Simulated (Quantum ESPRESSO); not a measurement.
## TiC: equation of state with r2SCAN

The system is TiC.

```
Ti C
1.0
     0.00000    2.16572    2.16572
     2.16572    0.00000    2.16572
     2.16572    2.16572    0.00000
Ti C
1 1
Direct
  0.00000 0.00000 0.00000
  0.50000 0.50000 0.50000
```

The cell is a database's computed one.

```json
{"Program": "Quantum ESPRESSO 7.5", "Task": "equation of state", "Functional": "r2SCAN", "Potentials or basis": "SG15 PBE 1.2", "Cutoff": "1197 eV", "Density cutoff": "4789 eV", "k mesh": "8 × 8 × 8", "Occupations": "fermi-dirac, width 0.05 eV", "Spin": "no spin polarisation"}
```

| Quantity | Value |
| --- | --- |
| Equilibrium volume | 10.13 Å³/atom |
| Bulk modulus | 264 GPa |
| Pressure derivative of the bulk modulus | 3.9 |

Energy against volume, from the lowest point:
```csv
volume (Å³/atom),energy (meV/atom)
9.548,30.36
9.752,12.42
9.955,2.55
10.158,0.00
10.361,4.07
10.564,14.16
10.767,29.68
```

All runs of the series together: 11 min on 4 threads of Intel(R) Xeon(R) Platinum 8488C (Sapphire Rapids), on a shared host.

Caveat: the potentials were made for another functional, which shifts forces and pressure.
